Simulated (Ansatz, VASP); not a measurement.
**Ge: VASP beside Ansatz**

```
Ge
1.0
     2.04116   -1.50346    0.00000
     2.04116    1.50346    0.00000
    -0.99071    0.00000    3.28563
Ge
1
Direct
  0.50000 0.50000 0.50000
```

Alike in both runs: task single point; functional PBE; k mesh 8 × 8 × 6; occupations gaussian, width 0.1 eV; no spin polarisation.

```csv
,VASP,Ansatz
version,VASP 6.6.1,Ansatz 0.2.0
potentials or method,"VASP PAW PBE potentials, release 64 (Ge_d)","scalar-relativistic, plane waves, PAW"
plane-wave cutoff (eV),520,420
valence electrons in the cell,14,14
```

|  | VASP | Ansatz | Ansatz less VASP |
| --- | --- | --- | --- |
| gap on the k mesh at the Fermi level (eV) | none | none | - |
| pressure (GPa) | 8.3 | 8.4 | +0.06 |
| largest component of the traceless stress (GPa) | 12.57 | 12.54 | -0.029 |

A gap of «none» marks a metal or a gap that the smearing closes.
